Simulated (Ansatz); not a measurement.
MgO2:

```
Mg O
1.0
     4.82861    0.00000    0.00000
     0.00000    4.82861    0.00000
     0.00000    0.00000    4.82861
Mg O
4 8
Direct
  0.00000 0.00000 0.00000
  0.50000 0.00000 0.50000
  0.50000 0.50000 0.00000
  0.00000 0.50000 0.50000
  0.58942 0.91058 0.08942
  0.91058 0.08942 0.58942
  0.08942 0.58942 0.91058
  0.41058 0.41058 0.41058
  0.58942 0.58942 0.58942
  0.91058 0.41058 0.08942
  0.08942 0.91058 0.41058
  0.41058 0.08942 0.91058
```

The cell is a database's computed one.

```yaml
Program: Ansatz 0.2.0
Task: relaxation of cell and atoms
Functional: BLYP
Dispersion: D4
Potentials_or_basis: Ansatz PAW
Cutoff: "420 eV (not typed: the program's choice for these potentials)"
k_mesh: 6 × 6 × 6
Occupations: fermi-dirac, width 0.05 eV
Spin: no spin polarisation
```

At the start: volume 9.38 Å³/atom.

Question: Where does the relaxation end?

Answer: It ends after 7 steps and the volume is 9.62 Å³/atom (+2.6 %); space group Pa-3 (No. 205, to 0.05 Å).

The path:
```tsv
step	energy change (eV)	largest force (eV/Å)	volume (Å³)
1	0.0000	0.3977	112.58
2	-0.0232	0.2226	113.87
3	-0.0274	0.0147	115.23
4	-0.0272	0.0010	115.27
5	-0.0459	0.0015	115.27
6	-0.0448	0.0014	115.48
7	-0.0460	0.0014	115.48
```

Final structure:
```
CELL_PARAMETERS angstrom
4.86971 0.00000 0.00000
0.00000 4.86971 0.00000
0.00000 0.00000 4.86971
ATOMIC_POSITIONS crystal
Mg 0.00000 0.00000 0.00000
Mg 0.50000 0.00000 0.50000
Mg 0.50000 0.50000 0.00000
Mg 0.00000 0.50000 0.50000
O 0.59011 0.90989 0.09011
O 0.90989 0.09011 0.59011
O 0.09011 0.59011 0.90989
O 0.40989 0.40989 0.40989
O 0.59011 0.59011 0.59011
O 0.90989 0.40989 0.09011
O 0.09011 0.90989 0.40989
O 0.40989 0.09011 0.90989
```

Caveat: the plane-wave basis is chosen anew once the cell has moved, so the energies of steps on either side of that aren't comparable; the pressure holds a Pulay correction of +1.0 GPa for the finite cutoff; the PAW data sets come from PBE, with cores solved anew for the run's functional, which leaves a small shift of forces and pressure.
